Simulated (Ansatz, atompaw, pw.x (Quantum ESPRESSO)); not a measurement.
**pw.x on sc W: one setting changed**

Potential: PAW, atompaw 4.2.0.5, PBE; core [Kr] 4d10 4f14, reference 5s2 5p6 5d4 6s2 6p0; waves: 5s (bound): rc 1.20 bohr; 6s (bound): rc 2.55 bohr; 5p (bound): rc 2.25 bohr; 6p (bound, empty): rc 2.55 bohr; 5d (bound): rc 2.55 bohr; 5d channel at 2 Ry: rc 2.55 bohr; local part: bessel scheme, radius 1.75 bohr; core correction: smooth core density matched at 2.20 bohr; augmentation: besselshape compensation charge, radius 1.95 bohr; PAW radius 2.55 bohr; waves and projectors: custom polynom vanderbiltortho.

The reference run (k-mesh 12³, cutoffs 100/900 Ry, Fermi–Dirac 0.01 Ry, mixing_beta 0.4, conv_thr 1e-9, no spin) gives -2.41 GPa at 18.539 Å³/atom, where all-electron LAPW gives -2.09 GPa. This run, with its own iteration cap, changes mixing_ndim to 4.

```
&control
  calculation='scf', prefix='x', pseudo_dir='./', outdir='./tmp', tstress=.true., disk_io='none'
/
&system
  ibrav=0, nat=1, ntyp=1, ecutwfc=100, ecutrho=900, nbnd=15,
  occupations='smearing', smearing='fd', degauss=0.01
/
&electrons
  conv_thr=1e-09, mixing_beta=0.4, electron_maxstep=60, mixing_ndim=4
/
ATOMIC_SPECIES
W 1.0 W.UPF
CELL_PARAMETERS angstrom
  2.64664343 0.00000000 0.00000000
  0.00000000 2.64664343 0.00000000
  0.00000000 0.00000000 2.64664343
ATOMIC_POSITIONS crystal
W 0.0000 0.0000 0.0000
K_POINTS automatic
12 12 12 0 0 0
```

```bash
pw.x < W.scf.in > W.scf.out
```

How does the run end?

It converges in 7 iterations; the free energy moves by +0.0 meV/atom and the pressure by +0.00 GPa. The result is that of the reference run.

```
Message from routine setup:
     using ibrav=0 with symmetry is DISCOURAGED, use correct ibrav instead
     lattice parameter (alat)  =       5.0014  a.u.
     unit-cell volume          =     125.1074 (a.u.)^3
     number of electrons       =        14.00
     number of Kohn-Sham states=           15
     kinetic-energy cutoff     =     100.0000  Ry
     charge density cutoff     =     900.0000  Ry
     scf convergence threshold =      1.0E-09
     Exchange-correlation= SLA PW PBX PBC
     number of k points=    84  Fermi-Dirac smearing, width (Ry)=  0.0100
     iteration #  1     ecut=   100.00 Ry     beta= 0.40
     total energy              =    -760.15626388 Ry
     estimated scf accuracy    <       0.02700485 Ry
     iteration #  2     ecut=   100.00 Ry     beta= 0.40
     total energy              =    -760.15731586 Ry
     estimated scf accuracy    <       0.00501698 Ry
     iteration #  3     ecut=   100.00 Ry     beta= 0.40
     total energy              =    -760.15753340 Ry
     estimated scf accuracy    <       0.00073408 Ry
     iteration #  4     ecut=   100.00 Ry     beta= 0.40
     total energy              =    -760.15754980 Ry
     estimated scf accuracy    <       0.00000213 Ry
     iteration #  5     ecut=   100.00 Ry     beta= 0.40
     total energy              =    -760.15755126 Ry
     estimated scf accuracy    <       0.00000132 Ry
     iteration #  6     ecut=   100.00 Ry     beta= 0.40
     total energy              =    -760.15755143 Ry
     estimated scf accuracy    <          5.3E-09 Ry
     iteration #  7     ecut=   100.00 Ry     beta= 0.40
     the Fermi energy is    18.1141 ev
!    total energy              =    -760.15755143 Ry
     estimated scf accuracy    <          9.0E-10 Ry
     smearing contrib. (-TS)   =      -0.00275462 Ry
     The total energy is F=E-TS. E is the sum of the following terms:
     one-electron contribution =     -22.64456455 Ry
     hartree contribution      =      23.56670001 Ry
     xc contribution           =     -16.01534616 Ry
     ewald contribution        =    -111.19023339 Ry
     one-center paw contrib.   =    -633.87135273 Ry
     convergence has been achieved in   7 iterations
          total   stress  (Ry/bohr**3)                   (kbar)     P=      -24.13
     Message from routine punch:
     Nothing written, as per user request (disk_io='none')
```

The run took about 18 s on one core of a shared host (Intel(R) Xeon(R) 6975P-C, 192 threads, 1512 GiB, load 88).
